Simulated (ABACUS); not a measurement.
# Pt (Fm-3m) in ABACUS: reference runs

How does Pt come out in PBE? The cell is run as given and disturbed.

All numbers are computed with ABACUS 3.10.1; they aren't measurements. Logs are shortened: lines on timing, memory, paths and dates and some standing lists are left out, and cuts for length are marked.

## (1) The structure

The structure is cubic, space group Fm-3m (No. 225). The conventional cell has a = 3.922 Å, b = 3.922 Å, c = 3.922 Å, α = 90.00°, β = 90.00°, γ = 90.00°. Pt (site symmetry m-3m) has 12 Pt at 2.77 Å as nearest neighbours.

## (2) Single point, PBE

Input file INPUT:

```
INPUT_PARAMETERS
suffix              Pt
calculation         scf
basis_type          pw
pseudo_dir          ./
symmetry            1
dft_functional      pbe
ecutwfc             84
pseudo_rcut         10
nspin               1
nbands              13
ks_solver           dav
smearing_method     fd
smearing_sigma      0.00367493
scf_thr             1e-08
scf_nmax            100
mixing_type         broyden
mixing_beta         0.7
cal_force           1
cal_stress          1
kpar                4
```

Input file STRU:

```
ATOMIC_SPECIES
Pt 195.0840 Pt.upf

LATTICE_CONSTANT
1.8897261246

LATTICE_VECTORS
0.0000000000 1.9609000000 1.9609000000
1.9609000000 0.0000000000 1.9609000000
1.9609000000 1.9609000000 0.0000000000

ATOMIC_POSITIONS
Direct

Pt
0.0
1
0.0000000000 0.0000000000 0.0000000000 1 1 1
```

Input file KPT:

```
K_POINTS
0
Gamma
12 12 12 0 0 0
```

Potentials or basis: PseudoDojo NC SR 0.4.1 PBE standard, plane waves.

On the command line:

```
> OMP_NUM_THREADS=1 mpirun -np 4 abacus > log
```

running log:

```text
ABACUS v3.10.1

               Atomic-orbital Based Ab-initio Computation at UStc

 ------------------------------------------------------------------------------------

 READING GENERAL INFORMATION
                           global_out_dir = OUT.Pt/
                           global_in_card = INPUT
                               pseudo_dir = ./
                              orbital_dir =
                                    DSIZE = 4
                                    GSIZE = 1

 READING UNITCELL INFORMATION
                                    ntype = 1
                  lattice constant (Bohr) = 1.88973
              lattice constant (Angstrom) = 1

 READING ATOM TYPE 1
                               atom label = Pt
                      L=0, number of zeta = 1
                      L=1, number of zeta = 1
                      L=2, number of zeta = 1
             number of atom for this type = 1

                        TOTAL ATOM NUMBER = 1
DIRECT COORDINATES
    atom                   x                   y                   z     mag                  vx                  vy                  vz
taud_Pt1            0.0000000000        0.0000000000        0.0000000000  0.0000        0.0000000000        0.0000000000        0.0000000000

                          Volume (Bohr^3) = 101.764
                             Volume (A^3) = 15.0798

 Lattice vectors: (Cartesian coordinate: in unit of a_0)
                   +0             +1.9609             +1.9609
              +1.9609                  +0             +1.9609
              +1.9609             +1.9609                  +0
 Reciprocal vectors: (Cartesian coordinate: in unit of 2 pi/a_0)
            -0.254985           +0.254985           +0.254985
            +0.254985           -0.254985           +0.254985
            +0.254985           +0.254985           -0.254985
 The esolver type has been set to : ksdft_pw

                PAO radial cut off (Bohr) = 10

 Read in pseudopotential file is Pt.upf
                     pseudopotential type = NC
          exchange-correlation functional = PBE
                 nonlocal core correction = 1
                        valence electrons = 18
                                     lmax = 3
                           number of zeta = 4
                     number of projectors = 8
                           L of projector = 0
                           L of projector = 0
                           L of projector = 1
                           L of projector = 1
                           L of projector = 2
                           L of projector = 2
                           L of projector = 3
                           L of projector = 3
     initial pseudo atomic orbital number = 10

 SETUP THE ELECTRONS NUMBER
            electron number of element Pt = 18
[... 163 lines left out ...]
                                    max q = 1104

 number of pseudo atomic orbitals for Pt is 4
WARNING: norm of atomic wavefunction # 3 of atomic type Pt is 0.999998, renormalized
WARNING: norm of atomic wavefunction # 4 of atomic type Pt is 0.999941, renormalized

 -------------------------------------------
 SELF-CONSISTENT
 -------------------------------------------
                                 init_chg = atomic

 PW ALGORITHM --------------- ION=   1  ELEC=   1--------------------------------
 Notice: Threshold on eigenvalues was too large.
 hsover_error=0.18 > DRHO=0.075552
 Origin diag ethr = 0.01
 New diag ethr = 0.000419733

 Density error is 0.0758520507934
                          Error Threshold = 0.0004197330731
----------------------------------------------------------
     Energy           Rydberg                 eV
----------------------------------------------------------
 E_KohnSham     -261.1620766578      -3553.2923440585
 E_Harris       -263.8579416355      -3589.9714687944
 E_Fermi        1.8090643703         24.6135834854
----------------------------------------------------------
[... 51 lines left out ...]
 Density error is 1.86930409983e-09
                          Error Threshold = 8.89717218236e-10
----------------------------------------------------------
     Energy           Rydberg                 eV
----------------------------------------------------------
 E_KohnSham     -261.1843779370      -3553.5957685292
 E_KS(sigma->0) -261.1838085366      -3553.5880214389
 E_Harris       -261.1842480317      -3553.5940010765
 E_band         -9.2292582360        -125.5705003234
 E_one_elec     -51.2279895430       -696.9925548692
 E_Hartree      38.0695917244        517.9633679849
 E_xc           -47.5836495099       -647.4087649692
 E_Ewald        -200.4411918076      -2727.1423224949
 E_entropy(-TS) -0.0011388009        -0.0154941806
 E_descf        0.0000000000         0.0000000000
 E_exx          0.0000000000         0.0000000000
 E_Fermi        1.7349902275         23.6057530688
----------------------------------------------------------

 charge density convergence is achieved
 final etot is -3553.5957685 eV
 EFERMI = 23.605753069 eV

 STATE ENERGY(eV) AND OCCUPATIONS    NSPIN == 1
 1/18 kpoint (Cartesian) = 0.0000 0.0000 0.0000 (1363 pws)
       1       -75.0505     0.00115741
       2       -28.9664     0.00115741
       3       -28.9664     0.00115741
       4       -28.9664     0.00115741
       5        13.3444     0.00115741
       6        19.7923     0.00115741
       7        19.7923     0.00115741
       8        19.7923     0.00115741
       9        21.9561     0.00115741
      10        21.9561     0.00115741
      11        38.1976        0.00000
      12        43.1420        0.00000
      13        43.1420        0.00000
[... 61 lines left out ...]
 6/18 kpoint (Cartesian) = 0.10624 0.10624 0.10624 (1326 pws)
       1       -75.0197     0.00925926
       2       -29.4074     0.00925926
       3       -29.0307     0.00925926
       4       -29.0307     0.00925926
       5        16.2386     0.00925926
       6        19.8014     0.00925926
       7        19.8014     0.00925926
       8        21.9751     0.00925926
       9        23.3771     0.00916456
      10        23.3771     0.00916456
      11        30.9505    1.48103e-66
      12        38.0791        0.00000
      13        43.1851        0.00000

[... levels at 12 further k points ...]

------------------------------------------------------------------------------------------
 TOTAL-FORCE (eV/Angstrom)
------------------------------------------------------------------------------------------
                       Pt1         0.0000000000         0.0000000000         0.0000000000
------------------------------------------------------------------------------------------

----------------------------------------------------------------
 TOTAL-STRESS (KBAR)
----------------------------------------------------------------
        97.0185908151        -0.0000000000        -0.0000000000
        -0.0000000000        97.0185908151         0.0000000000
        -0.0000000000         0.0000000000        97.0185908151
----------------------------------------------------------------
 TOTAL-PRESSURE: 97.018591 KBAR

 --------------------------------------------
 !FINAL_ETOT_IS -3553.5957685291764392 eV
 --------------------------------------------
```

It took 2.9 s on 4 MPI ranks of Intel Xeon Platinum 8488C (Sapphire Rapids), shared host; peak memory 0.28 GiB.

Results:

- Free energy: -3553.5958 eV
- Pressure: 9.7 GPa
- Band gap on the k mesh: none (metal or under the smearing width)

Levels at points of the mesh, in eV from the Fermi level:
| k point | band 5 | band 6 | band 7 | band 8 | band 9 | band 10 |
| --- | --- | --- | --- | --- | --- | --- |
| (0.00, 0.00, 0.00) | -10.26 | -3.81 | -3.81 | -3.81 | -1.65 | -1.65 |
| (0.50, 0.50, 0.50) | -7.36 | -3.88 | -3.88 | -0.52 | 0.03 | 0.03 |
| (0.50, 0.50, 0.00) | -7.11 | -6.65 | -0.01 | 0.48 | 0.48 | 1.74 |

The run has no spin-orbit coupling, so splittings on Pt are missing.

## (3) Single point, PBE (cell strained at random at fixed volume)

INPUT is that of step 2.

Input file STRU:

```
ATOMIC_SPECIES
Pt 195.0840 Pt.upf

LATTICE_CONSTANT
1.8897261246

LATTICE_VECTORS
-0.0133030000 1.9357530000 1.9445300000
1.9710380000 0.0030350000 1.9281930000
2.0008850000 1.9492620000 -0.0268110000

ATOMIC_POSITIONS
Direct

Pt
0.0
1
-0.0132620000 0.0199540000 0.0069400000 1 1 1
```

KPT is that of step 2.

Potentials or basis: PseudoDojo NC SR 0.4.1 PBE standard, plane waves.

On the command line:

```
> OMP_NUM_THREADS=1 mpirun -np 4 abacus > log
```

running log:

```text
ABACUS v3.10.1

               Atomic-orbital Based Ab-initio Computation at UStc

 ------------------------------------------------------------------------------------

 READING GENERAL INFORMATION
                           global_out_dir = OUT.Pt/
                           global_in_card = INPUT
                               pseudo_dir = ./
                              orbital_dir =
                                    DSIZE = 4
                                    GSIZE = 1

 READING UNITCELL INFORMATION
                                    ntype = 1
                  lattice constant (Bohr) = 1.88973
              lattice constant (Angstrom) = 1

 READING ATOM TYPE 1
                               atom label = Pt
                      L=0, number of zeta = 1
                      L=1, number of zeta = 1
                      L=2, number of zeta = 1
             number of atom for this type = 1

                        TOTAL ATOM NUMBER = 1
DIRECT COORDINATES
    atom                   x                   y                   z     mag                  vx                  vy                  vz
taud_Pt1            0.9867380000        0.0199540000        0.0069400000  0.0000        0.0000000000        0.0000000000        0.0000000000

                          Volume (Bohr^3) = 101.764
                             Volume (A^3) = 15.0798

 Lattice vectors: (Cartesian coordinate: in unit of a_0)
            -0.013303            +1.93575            +1.94453
[... 301 lines left out ...]

 charge density convergence is achieved
 final etot is -3553.5926625 eV
 EFERMI = 23.598096392 eV

 STATE ENERGY(eV) AND OCCUPATIONS    NSPIN == 1
 1/217 kpoint (Cartesian) = 0.0000 0.0000 0.0000 (1319 pws)
       1       -75.0540     0.00115741
       2       -28.9807     0.00115741
       3       -28.9720     0.00115741
       4       -28.9546     0.00115741
       5        13.3442     0.00115741
       6        19.5378     0.00115741
       7        19.9026     0.00115741
       8        19.9239     0.00115741
       9        21.7902     0.00115741
      10        22.1277     0.00115741
      11        38.1996        0.00000
      12        42.5509        0.00000
      13        43.4317        0.00000
[... 61 lines left out ...]
 6/217 kpoint (Cartesian) = -0.10385 0.10806 0.10599 (1325 pws)
       1       -75.0235     0.00231481
       2       -29.4073     0.00231481
       3       -29.0536     0.00231481
       4       -29.0109     0.00231481
       5        16.2245     0.00231481
       6        19.6600     0.00231481
       7        19.9507     0.00231481
       8        21.9516     0.00231481
       9        23.2495     0.00231265
      10        23.4805     0.00211357
      11        30.8961    9.44464e-67
      12        38.1008        0.00000
      13        43.0519        0.00000

[... levels at 211 further k points ...]

------------------------------------------------------------------------------------------
 TOTAL-FORCE (eV/Angstrom)
------------------------------------------------------------------------------------------
                       Pt1         0.0000000000         0.0000000000         0.0000000000
------------------------------------------------------------------------------------------

----------------------------------------------------------------
 TOTAL-STRESS (KBAR)
----------------------------------------------------------------
        87.7782097351        -6.3666293439        14.6073786580
        -6.3666293439       102.8334792481         6.2553078011
        14.6073786580         6.2553078011       103.4568172027
----------------------------------------------------------------
 TOTAL-PRESSURE: 98.022835 KBAR

 --------------------------------------------
 !FINAL_ETOT_IS -3553.5926624970466037 eV
 --------------------------------------------
```

stdout:

```text
ABACUS v3.10.1

               Atomic-orbital Based Ab-initio Computation at UStc

%%%%%%%%%%%%%%%%%%%%%%%%%%%%%%%%%%%%%%%%%%%%%%%%%%%%%%%%%%%%%%%%%%%%%%%%%%%%%%%%%%%%%%%%%%%%%%%%%%%%%%%%%
 Warning: the number of valence electrons in pseudopotential > 10 for Pt: [Xe] 4f14 5d9 6s1
[... 31 lines left out ...]
 TOTAL-STRESS (KBAR)
----------------------------------------------------------------
        87.7782097351        -6.3666293439        14.6073786580
        -6.3666293439       102.8334792481         6.2553078011
        14.6073786580         6.2553078011       103.4568172027
----------------------------------------------------------------
 TOTAL-PRESSURE: 98.022835 KBAR
```

Run time: 28 s. Hardware: 4 MPI ranks of Intel Xeon Platinum 8488C (Sapphire Rapids), shared host; peak memory 0.52 GiB.

What came out:

```yaml
Free_energy: -3553.5927 eV
Pressure: 9.8 GPa
Band_gap_on_the_k_mesh: none (metal or under the smearing width)
```

Stress tensor (GPa, compression positive):
```
 8.78 -0.64  1.46
-0.64 10.28  0.63
 1.46  0.63 10.35
```
